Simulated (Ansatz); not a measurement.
Theory: DFT PBE, scalar-relativistic, plane waves, PAW in Ansatz 0.2.0. Settings: cutoff 420 eV, Γ-centred meshes spaced at most about 0.3 Å⁻¹, and about 0.25 Å⁻¹ or finer for metals (2π included), Gaussian smearing. No spin polarisation in the final relaxations.

All energies are static (0 K, no zero-point motion).

Two relaxed structures of Mg:

A. Space group Fm-3m (No. 225), cubic, a = 4.524 Å. Mg has 12 Mg at 3.20 Å.

B. Space group P6/mmm (No. 191), hexagonal, a = 3.095 Å, c = 3.088 Å. Around Mg lie 8 Mg at 3.09 Å.

Task: Which form is favoured at zero pressure, and by what margin per atom?

Result: A is lower, by 215 meV/atom. A has the fcc type, space group Fm-3m (No. 225), 23.1 Å³/atom and no gap on its mesh; B has the simple hexagonal type, space group P6/mmm (No. 191), 25.6 Å³/atom and no gap. Counting all near atoms (those within 1.25 times the shortest distance at each site), A has Mg 12 and B has Mg 8. The denser one is the lower, and pressure would at first widen the difference. Both come from invented guesses. The part of the Crystallography Open Database at hand lists Mg in space groups No. 194, 229; no cell shown has one of them.

Cells relaxed within their symmetry can be saddle points.
